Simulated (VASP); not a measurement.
RbBr:

```
CELL_PARAMETERS angstrom
0.00000 3.42700 3.42700
3.42700 0.00000 3.42700
3.42700 3.42700 0.00000
ATOMIC_POSITIONS crystal
Rb 0.00000 0.00000 0.00000
Br 0.50000 0.50000 0.50000
```

| Property | Result |
| --- | --- |
| Program | VASP 6.6.1 |
| Task | relaxation of cell and atoms |
| Functional | PBE |
| Potentials or basis | VASP PAW PBE potentials, release 64 (Rb_pv, Br) |
| Cutoff | 300 eV |
| k mesh | 4 × 4 × 4 |
| Occupations | gaussian, width 0.03 eV |
| Spin | no spin polarisation |

At the start: pressure 1.2 GPa; volume 40.25 Å³/atom.

Question: Where does the relaxation end?

Answer: Over 4 steps the energy falls by 11.9 meV/atom and the volume is 43.70 Å³/atom (+8.6 %); space group Fm-3m (No. 225, to 0.05 Å).

The path:
```csv
step,energy change (eV),largest force (eV/Å),pressure (GPa),volume (Å³)
1,0.0000,0.0000,1.21,80.50
2,-0.0188,0.0000,0.50,84.09
3,-0.0238,0.0000,-0.07,87.89
4,-0.0239,0.0000,0.02,87.40
```

Final structure:
```
Rb Br
1.0
     0.00000    3.52230    3.52230
     3.52230    0.00000    3.52230
     3.52230    3.52230    0.00000
Rb Br
1 1
Direct
  0.00000 0.00000 0.00000
  0.50000 0.50000 0.50000
```
